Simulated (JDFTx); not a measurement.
# Cu under changes of volume

One of the cells (11.810 Å³/atom); the others are scaled copies at fixed shape and fractional positions:

```xyz
1
Lattice="0.0000 1.8075 1.8075 1.8075 0.0000 1.8075 1.8075 1.8075 0.0000" Properties=species:S:1:pos:R:3 pbc="T T T"
Cu    0.0000    0.0000    0.0000
```

* Program: JDFTx 1.7.0 (patched build)
* Functional: PBEsol
* Potentials or basis: PseudoDojo-SR-PBEsol-0.4.1-standard with smoothed tails
* Cutoff: 1252 eV
* Density cutoff: 5007 eV
* k mesh: 13 × 13 × 13
* Occupations: fermi-dirac, width 0.05 eV
* Spin: no spin polarisation

```tsv
volume (Å³/atom)	energy over the lowest point (meV/atom)	pressure (GPa)
11.102	?	?
11.338	0.00	-0.7
11.574	3.50	-4.0
11.810	11.61	-6.9
12.047	23.70	-9.5
12.283	39.31	-11.7
12.519	58.08	-13.7
```

Problem. What does the run at 11.102 Å³/atom give?

Solution. Energy over the lowest point 1.67 meV/atom; pressure 3.0 GPa.

Worked out: A Birch-Murnaghan fit of order 3 (a polynomial in V^(-2/3)) to the other rows has its minimum at 11.29 Å³/atom, just outside them, with B0 = V·E''(V) = 170 GPa and B' = 4.8. It gives 1.57 meV/atom at 11.102 Å³/atom, against the run's 1.67, and -dE/dV = 3.0 GPa, against 3.0.

Energies are extrapolated to zero smearing.
